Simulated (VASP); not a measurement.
# GaP (I4mm) in VASP: a series of runs, part 2 of 2

VASP 6.6.1.

## (3) Electric field gradients, PBE (xy shear strain of -2 %)

The input, INCAR:

```
PREC = Accurate
ENCUT = 520
EDIFF = 1E-8
ISMEAR = -1
SIGMA = 0.05
LREAL = F
LASPH = T
NELM = 100
ALGO = Fast
ISIF = 2
LWAVE = F
LCHARG = F
GGA = PE
LEFG = T
NBANDS = 16
```

The input, KPOINTS:

```
Automatic mesh
0
Gamma
  12 12 12
```

The input, POSCAR:

```
GaP
1.0
   -0.0258046764      2.5804676421      2.5804676421
    2.5804676421     -0.0258046764      2.5804676421
    2.5546629657      2.5546629657      0.0000000000
Ga P
1 1
Direct
    0.0000000000      0.0000000000      0.0000000000
    0.5000000000      0.5000000000      0.5000000000
```

Potentials or basis: VASP PAW PBE potentials, release 64 (Ga_d, P).

Started as:

```
cat potpaw_PBE.64/Ga_d/POTCAR potpaw_PBE.64/P/POTCAR > POTCAR
mpirun -np 1 vasp_std > vasp.out
```

OUTCAR:

```text
PREC = Accurate
   ENCUT = 520
   EDIFF = 1E-8
   ISMEAR = -1
   LREAL = F
   LASPH = T
   NELM = 100
   ISIF = 2
   GGA = PE

 ion  position               nearest neighbor table
   1  0.000  0.000  0.000-   2 2.58   2 2.58   2 2.58   2 2.58   2 2.58   2 2.58
   2  0.500  0.500  0.500-   1 2.58   1 2.58   1 2.58   1 2.58   1 2.58   1 2.58

  LATTYP: Found a body centered orthorhombic cell.
 ALAT       =     3.6128390134
 B/A-ratio  =     1.0202020202
 C/A-ratio  =     1.4284985478

  Lattice vectors:

[... 671 lines left out ...]
  ---------------------------------------------------
  free  energy   TOTEN  =        -8.3122535653 eV

  energy  without entropy=       -8.3018277317  energy(sigma->0) =       -8.30704065

 Electric field gradients (V/A^2)
---------------------------------------------------------------------
 ion       V_xx      V_yy      V_zz      V_xy      V_xz      V_yz
---------------------------------------------------------------------
   1       0.053     0.053    -0.106     2.615    -0.002    -0.002
   2       0.039     0.039    -0.078     4.331    -0.000    -0.000
---------------------------------------------------------------------

 Electric field gradients after diagonalization (V/A^2)
 (convention: |V_zz| > |V_xx| > |V_yy|)
----------------------------------------------------------------------
 ion       V_xx      V_yy      V_zz     asymmetry (V_yy - V_xx)/ V_zz
----------------------------------------------------------------------
   1      -2.562    -0.106     2.668       0.921
   2      -4.292    -0.078     4.371       0.964
----------------------------------------------------------------------

           NMR quadrupolar parameters

 Cq : quadrupolar parameter    Cq=e*Q*V_zz/h
 eta: asymmetry parameters     (V_yy - V_xx)/ V_zz
 Q  : nuclear electric quadrupole moment in mb (millibarn)
----------------------------------------------------------------------
 ion       Cq(MHz)       eta       Q (mb)
----------------------------------------------------------------------
   1       0.006       0.921       1.000
   2       0.011       0.964       1.000
----------------------------------------------------------------------
```

OSZICAR:

```text
N       E                     dE             d eps       ncg     rms          rms(c)
DAV:   1     0.772493762422E+02    0.77249E+02   -0.89596E+03  9432   0.171E+03
DAV:   2    -0.304519974631E+01   -0.80295E+02   -0.76619E+02 10392   0.313E+02
DAV:   3    -0.840508285154E+01   -0.53599E+01   -0.53107E+01 11272   0.613E+01
DAV:   4    -0.847911352706E+01   -0.74031E-01   -0.73940E-01 10920   0.752E+00
DAV:   5    -0.848047591600E+01   -0.13624E-02   -0.13623E-02 11552   0.951E-01    0.366E+00
RMM:   6    -0.831541203010E+01    0.16506E+00   -0.21157E-01 13349   0.430E+00    0.223E+00
RMM:   7    -0.831180900263E+01    0.36030E-02   -0.35158E-02 13779   0.923E-01    0.111E+00
RMM:   8    -0.831220811489E+01   -0.39911E-03   -0.63249E-03 12943   0.829E-01    0.977E-02
RMM:   9    -0.831220271709E+01    0.53978E-05   -0.11705E-03 14290   0.311E-01    0.491E-02
RMM:  10    -0.831225310279E+01   -0.50386E-04   -0.23398E-04 13526   0.133E-01    0.240E-02
RMM:  11    -0.831225340460E+01   -0.30181E-06   -0.66344E-05 14697   0.714E-02    0.143E-02
RMM:  12    -0.831225396534E+01   -0.56074E-06   -0.11338E-05 14623   0.296E-02    0.529E-03
RMM:  13    -0.831225345563E+01    0.50972E-06   -0.22758E-06 14880   0.124E-02    0.669E-04
RMM:  14    -0.831225351943E+01   -0.63803E-07   -0.35836E-07 14486   0.558E-03    0.569E-04
RMM:  15    -0.831225354592E+01   -0.26486E-07   -0.86856E-08 12693   0.257E-03    0.223E-04
RMM:  16    -0.831225356642E+01   -0.20506E-07   -0.17829E-08  9031   0.140E-03    0.639E-05
RMM:  17    -0.831225356525E+01    0.11710E-08   -0.54194E-09  7685   0.816E-04
   1 F= -.83122536E+01 E0= -.83070406E+01  d E =-.104258E-01
```

Wall time 2.7 min (1 thread of Intel Xeon Platinum 8488C (Sapphire Rapids), shared host); peak memory 0.27 GiB.

Results:

| Quantity | Value |
| --- | --- |
| Free energy | -8.3123 eV |
| Pressure | 0.1 GPa |
| Band gap on the k mesh | none (metal or under the smearing width) |

Levels at points of the mesh, in eV from the Fermi level:
```tsv
k point	band 6	band 7	band 8	band 9	band 10	band 11	band 12	band 13
(0.00, 0.00, 0.00)	-13.14	-0.10	0.03	0.17	1.45	6.96	7.14	7.30
(0.50, 0.00, 0.00)	-10.43	-7.79	0.22	0.29	3.06	3.22	3.31	5.31
(0.50, 0.50, 0.00)	-9.32	-5.77	-3.10	-2.77	-2.45	3.47	10.89	10.96
(0.00, 0.00, 0.50)	-10.35	-7.70	0.12	0.18	2.95	2.99	3.17	5.11
(0.50, 0.00, 0.50)	-9.32	-5.77	-3.09	-2.61	-2.61	3.46	10.89	10.92
```

Electric field gradients, principal values (V/Å²):
```
atom     Vxx     Vyy    Vzz
1 Ga  -0.106  -2.562  2.668
 2 P  -0.078  -4.292  4.371
```

## (4) Electric field gradients, PBE (volume scaled by 1.025)

The input, INCAR:

```
SYSTEM = GaP
PREC = Accurate
ENCUT = 520
EDIFF = 1E-8
ISMEAR = -1
SIGMA = 0.05
LREAL = .False.
LASPH = .True.
NELM = 80
ALGO = Fast
ISIF = 2
LWAVE = .False.
LCHARG = .False.
GGA = PE
LEFG = .True.
NBANDS = 16
```

The input, KPOINTS:

```
regular mesh
0
Gamma
  12 12 12
  0 0 0
```

The input, POSCAR:

```
GaP
1.0
    0.0000000000      2.6017947875      2.6017947875
    2.6017947875      0.0000000000      2.6017947875
    2.6017947875      2.6017947875      0.0000000000
Ga P
1 1
Direct
    0.0000000000      0.0000000000      0.0000000000
    0.5000000000      0.5000000000      0.5000000000
```

Potentials or basis: VASP PAW PBE potentials, release 64 (Ga_d, P).

Started as:

```
cat potpaw_PBE.64/Ga_d/POTCAR potpaw_PBE.64/P/POTCAR > POTCAR
mpirun -np 1 vasp_std > vasp.out
```

OUTCAR:

```text
SYSTEM = GaP
   PREC = Accurate
   ENCUT = 520
   EDIFF = 1E-8
   ISMEAR = -1
   LREAL = .False.
   LASPH = .True.
   NELM = 80
   ISIF = 2
   GGA = PE

 ion  position               nearest neighbor table
   1  0.000  0.000  0.000-   2 2.60   2 2.60   2 2.60   2 2.60   2 2.60   2 2.60
   2  0.500  0.500  0.500-   1 2.60   1 2.60   1 2.60   1 2.60   1 2.60   1 2.60

  LATTYP: Found a face centered cubic cell.
 ALAT       =     5.2035895750

  Lattice vectors:

 A1 = (   0.0000000000,   2.6017947875,   2.6017947875)
 A2 = (   2.6017947875,   0.0000000000,   2.6017947875)
 A3 = (   2.6017947875,   2.6017947875,   0.0000000000)

Analysis of symmetry for initial positions (statically):
=====================================================================
 Subroutine PRICEL returns:
 Original cell was already a primitive cell.

 Routine SETGRP: Setting up the symmetry group for a
 face centered cubic supercell.

[... 646 lines left out ...]
      direct lattice vectors                 reciprocal lattice vectors
     0.000000000  2.601794787  2.601794787    -0.192175033  0.192175033  0.192175033
     2.601794787  0.000000000  2.601794787     0.192175033 -0.192175033  0.192175033
     2.601794787  2.601794787  0.000000000     0.192175033  0.192175033 -0.192175033

 POSITION                                       TOTAL-FORCE (eV/Angst)
 -----------------------------------------------------------------------------------
      0.00000      0.00000      0.00000        -0.000000      0.000000     -0.000000
      2.60179      2.60179      2.60179         0.000000     -0.000000      0.000000
 -----------------------------------------------------------------------------------
    total drift:                               -0.000000      0.000000      0.000000

  FREE ENERGIE OF THE ION-ELECTRON SYSTEM (eV)
  ---------------------------------------------------
  free  energy   TOTEN  =        -8.3077667923 eV

  energy  without entropy=       -8.2970319109  energy(sigma->0) =       -8.30239935

 Electric field gradients (V/A^2)
---------------------------------------------------------------------
 ion       V_xx      V_yy      V_zz      V_xy      V_xz      V_yz
---------------------------------------------------------------------
   1      -0.000    -0.000    -0.000    -0.003    -0.003    -0.003
   2       0.000     0.000    -0.000    -0.000    -0.000    -0.000
---------------------------------------------------------------------

 Electric field gradients after diagonalization (V/A^2)
 (convention: |V_zz| > |V_xx| > |V_yy|)
----------------------------------------------------------------------
 ion       V_xx      V_yy      V_zz     asymmetry (V_yy - V_xx)/ V_zz
----------------------------------------------------------------------
   1       0.003     0.003    -0.007       0.000
   2       0.000     0.000    -0.001       0.000
----------------------------------------------------------------------

           NMR quadrupolar parameters

 Cq : quadrupolar parameter    Cq=e*Q*V_zz/h
 eta: asymmetry parameters     (V_yy - V_xx)/ V_zz
 Q  : nuclear electric quadrupole moment in mb (millibarn)
----------------------------------------------------------------------
 ion       Cq(MHz)       eta       Q (mb)
----------------------------------------------------------------------
   1      -0.000       0.000       1.000
   2      -0.000       0.000       1.000
----------------------------------------------------------------------
```

stdout:

```text
POSCAR found type information on POSCAR GaP
 POSCAR found :  2 types and       2 ions
 scaLAPACK will be used
 LDA part: xc-table for (Slater+PW92), standard interpolation
 POSCAR, INCAR and KPOINTS ok, starting setup
 FFT: planning ... GRIDC
 FFT: planning ... GRID_SOFT
 FFT: planning ... GRID
 WAVECAR not read
 entering main loop
 num prob  num prob RMM:  14    -0.830776675296E+01   -0.70343E-07   -0.31262E-07  3614   0.549E-03    0.105E-03
 num prob RMM:  15    -0.830776677888E+01   -0.25912E-07   -0.76744E-08  3223   0.242E-03    0.480E-04
 num prob  num prob  num prob  num prob RMM:  16    -0.830776679101E+01   -0.12131E-07   -0.15729E-08  2290   0.134E-03    0.187E-04
 num prob  num prob WARNING in EDDRMM: call to ZHEGV failed, returncode =   8  4     11
 num prob  num prob  num prob  num prob WARNING in EDDRMM: call to ZHEGV failed, returncode =   6  3     12
ion   1

ion   2
```

Wall time 41 s (1 thread of Intel Xeon Platinum 8488C (Sapphire Rapids), shared host); peak memory 0.17 GiB.

Results:

| Item | Value |
| --- | --- |
| Free energy | -8.3078 eV |
| Pressure | -2.0 GPa |
| Band gap on the k mesh | none (metal or under the smearing width) |

Electric field gradients, principal values (V/Å²):
| atom | Vxx | Vyy | Vzz |
| --- | --- | --- | --- |
| 1 Ga | 0.003 | 0.003 | -0.007 |
| 2 P | 0.000 | 0.000 | -0.001 |

## (5) Overview

```tsv
cell	gap on the mesh (eV)	pressure (GPa)
atom 2 (P) moved by [0.0, 0.0, 0.08] A, PAW files	none	0.3
xy shear strain of -2 %, PAW files	none	0.1
volume scaled by 1.025, PAW files	none	-2.0
```

Alike in all rows: task electric field gradients; level PBE; potentials or basis VASP PAW PBE potentials, release 64 (Ga_d, P); no spin polarisation; k mesh 12 × 12 × 12; cutoff (eV) 520; smearing fermi-dirac 0.05 eV.

Total energies depend on the potentials used, so only differences within one code and one set of settings carry meaning.
